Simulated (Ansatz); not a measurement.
Wanted: the native input for an Ansatz 0.2.0 run.

```
Task                : ladder of functionals
Functional          : revPBE
Dispersion          : D3(BJ)-ATM
Potentials or basis : PseudoDojo standard (PBE files) with Ansatz NC
Cutoff              : 1143 eV (not typed: the program's choice for these potentials)
k mesh              : 6 × 6 × 6
Occupations         : gaussian, width 0.15 eV
Spin                : no spin polarisation
```

MgS:

```
CELL_PARAMETERS angstrom
0.06196 2.79928 2.89151
2.87129 0.09342 2.86006
2.93531 2.83184 0.02941
ATOMIC_POSITIONS crystal
S 0.25000 0.25000 0.25000
Mg 0.00000 0.00000 0.00000
```

The cell comes from a database or a generator and needn't be the stable form of this composition.

The cell isn't the ideal one: cell strained at random at fixed volume.

The input as run:

input.yaml

```yaml
crystal:
  lattice:
    - [0.061964, 2.799282, 2.891509]
    - [2.871295, 0.093417, 2.860056]
    - [2.935306, 2.83184, 0.029406]
  atoms:
    - { symbol: S, position: [0.25, 0.25, 0.25] }
    - { symbol: Mg, position: [0.0, 0.0, 0.0] }
hamiltonian:
  xc: revpbe
  pseudopotentials: { kind: nc }
  dispersion: d3bjatm
kpoints:
  mp_grid: { grid: [6, 6, 6] }
scf:
  occupations: { method: gaussian, width: 0.15 }
  n_extra_bands: 8
output:
  forces: true
  stress: true
  xc_energy_on_converged_density: [lda, pbe, pbesol, rpbe, blyp, r2scan]
```

Potentials or basis: PseudoDojo standard (PBE files) with Ansatz NC.

Command:

```bash
$ ansatz run input.yaml --threads 1 --pin off --max-ram 2560MiB --backend cpu --events-out ev --progress --plain --runs-dir out
```

Results of the run:

- Pressure: -1.9 GPa
- Largest force: 0.317 eV/Å
- Band gap on the k mesh: 3.47 eV

Caveat: the potentials were made for another functional, which shifts forces and pressure.

Run time: 19 s on 1 thread of Arm Neoverse V1 (shared host), peak memory 0.56 GiB.
